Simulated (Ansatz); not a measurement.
**CoSi$_{2}$: levels along high-symmetry lines**

```
Co Si
1.0
     0.00000    2.68250    2.68250
     2.68250    0.00000    2.68250
     2.68250    2.68250    0.00000
Co Si
1 2
Direct
  0.00000 0.00000 0.00000
  0.25000 0.25000 0.25000
  0.75000 0.75000 0.75000
```

Atoms are numbered in the order listed.

Conventional cell: a = 5.365 Å, b = 5.365 Å, c = 5.365 Å, α = 90.00°, β = 90.00°, γ = 90.00°. Around Co (atom 1) lie 8 Si at 2.32 Å. Si (atom 2) has 4 Co at 2.32 Å as nearest neighbours.

The geometry is COD entry 1008148, unchecked; take it as a test cell.

These are results of Ansatz 0.2.0, DFT, PBEsol, all-electron LAPW, scalar-relativistic, not measurements.

Sampling and basis: a Γ-centred 11×11×11 k mesh, Fermi–Dirac smearing of 0.05 eV, basis error target 1 meV/atom, spin-polarised from start moments Co1 2 μB (the moments died away, and the run ended non-magnetic).

Points in fractions of the reciprocal vectors of this cell: Γ (0, 0, 0), X (0.5, 0, 0.5), U (0.625, 0.25, 0.625), K (0.375, 0.375, 0.75), L (0.5, 0.5, 0.5), W (0.5, 0.25, 0.75). The path joins them by straight lines in the order Γ–X–U–K–Γ–L–W–X; legs that retrace an earlier one aren't tabulated. Energies are in eV from the Fermi level.

Is there a gap?

none: bands cross the Fermi level, a metal.

List the levels between -8 and 3 eV at the symmetry points.


Γ: -4.07 (×3), -1.89 (×2), 0.72
X: -7.19, -6.42, -3.64 (×2), -1.95 (×2), -1.92, -1.31, 1.58, 2.88
U: -6.58, -3.86, -3.41, -2.23, -1.76, -1.21, -0.95, 1.96
K: -6.58, -3.86, -3.41, -2.23, -1.76, -1.21, -0.95, 1.96
L: -3.57 (×2), -2.18, -1.61 (×2), -0.47 (×2), 2.63
W: -6.09, -5.93, -2.29 (×2), -1.95, -1.44, -0.66
